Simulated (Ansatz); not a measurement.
## Step by step: ZrC, relaxation of cell and atoms

All numbers below come from Ansatz 0.2.0, DFT, PBE, PAW with Ansatz's default frozen-core files, scalar-relativistic.

Command: `ansatz run input.yaml --threads 1 --pin off --max-ram 2048MiB --backend cpu --events-out ev --progress --plain --runs-dir out` The run took about 11 s on 1 thread of a shared machine.

```yaml
crystal:
  lattice:
    - [0.0, 2.4983568504, 2.4983568504]
    - [2.4983568504, 0.0, 2.4983568504]
    - [2.4983568504, 2.4983568504, 0.0]
  atoms:
    - { symbol: Zr, position: [0.0, 0.0, 0.0] }
    - { symbol: C, position: [0.25, 0.25, 0.25] }
kpoints:
  mp_grid: { grid: [11, 11, 11] }
scf:
  occupations: { method: fermi_dirac, width: 0.03 }
hamiltonian:
  xc: pbe
  pseudopotentials: { kind: paw }
output:
  forces: true
  stress: true
relax:
  f_tol: 0.005
  max_steps: 80
  cell: {}
```

The cell is built from the zincblende type as a first guess.

The cutoff is 420 eV; energies and pressures of the walk include the program's estimate of the Pulay term.

Each frame lists the cell vectors (Å), then Cartesian positions (Å); symmetry keeps all forces zero. Free energies count from the first step, -4435.2119 eV.

The walk took 7 evaluations in all; steps that aren't listed are left out.

Step 1: E = 0.0 meV, P = 9.00 GPa

```
cell 0.0000 2.4984 2.4984 2.4984 0.0000 2.4984 2.4984 2.4984 0.0000
Zr    0.0000    0.0000    0.0000
C     1.2492    1.2492    1.2492
```

Step 2:

```
cell 0.0000 2.5573 2.5573 2.5573 0.0000 2.5573 2.5573 2.5573 0.0000
Zr    0.0000    0.0000    0.0000
C     1.2787    1.2787    1.2787
```

Give the energy, pressure of step 2.

E = -41.8 meV, P = -2.15 GPa
```
Zr    0.0000    0.0000    0.0000
C     1.2787    1.2787    1.2787
```

How does the relaxation end?

It converges, with a = 5.090 Å, b = 5.090 Å, c = 5.090 Å, α = 90.00°, β = 90.00°, γ = 90.00° (conventional cell, space group F-43m). The last solve (on a basis chosen afresh for the final cell, so its energy is not quite comparable) gives E = -48.1 meV, P = 0.00 GPa:
```
cell 0.0000 2.5452 2.5452 2.5452 0.0000 2.5452 2.5452 2.5452 0.0000
Zr    0.0000    0.0000    0.0000
C     1.2726    1.2726    1.2726
```
